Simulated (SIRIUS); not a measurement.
Runs of SIRIUS 7.12.0 on WC (Qusongite). The structure is hexagonal, space group P-6m2 (No. 187). The conventional cell has a = 2.907 Å, b = 2.907 Å, c = 2.837 Å, α = 90.00°, β = 90.00°, γ = 120.00°. W (site symmetry -6m2) is surrounded by 6 C at 2.20 Å. C (site symmetry -6m2) is surrounded by 6 W at 2.20 Å. 

| task | level | spin | cutoff (eV) | muffin tin radii | basis cutoff (gk_cutoff) | cutoff of density and potential (pw_cutoff) | reference energy of the basis | start of the SCF | gap on the mesh (eV) | V0 of scaled cells (Å³/atom) | B0 (GPa) |
| --- | --- | --- | --- | --- | --- | --- | --- | --- | --- | --- | --- |
| equation of state | RPBE | off | 279 | C 1.5, W 2.49 bohr | 4.53 1/bohr | 24 1/bohr | - | - | - | (b) | (a) |
| equation of state | BLYP | off | 279 | C 1.5, W 2.49 bohr | 4.53 1/bohr | 24 1/bohr | - | - | - | 10.89 | 351 |
| equation of state | PBEsol | off | 279 | C 1.5, W 2.49 bohr | 4.53 1/bohr | 24 1/bohr | - | - | - | 10.29 | (c) |
| single point | PBEsol | off | 279 | C 1.5, W 2.49 bohr | 4.53 1/bohr | 24 1/bohr | 0.53 Ha | LDA density | none | - | - |
| single point | PBE | off | 279 | C 1.5, W 2.49 bohr | 4.53 1/bohr | 24 1/bohr | 0.53 Ha | LDA density | none | - | - |
| equation of state | PBE | off | 279 | C 1.5, W 2.49 bohr | 4.53 1/bohr | 24 1/bohr | - | - | - | 10.53 | 386 |

Alike in all rows: potentials or basis all-electron FP-LAPW, apw+lo standard; cell as given; k mesh 10 × 10 × 9; smearing fermi-dirac 0.05 eV.

Problem. Estimate the missing entries.

Solution. (a) 374; (b) 10.65; (c) 409.

Caveats: the cell was scaled at fixed shape and fractional positions, which overstates the stiffness of a crystal with free parameters, most of all of layers and chains (some runs).

A k mesh can miss the band edges, and the runs leave out spin-orbit coupling on W.

A gap of «none» marks a metal or a gap under the smearing width.

Not every run made on this cell is shown here.
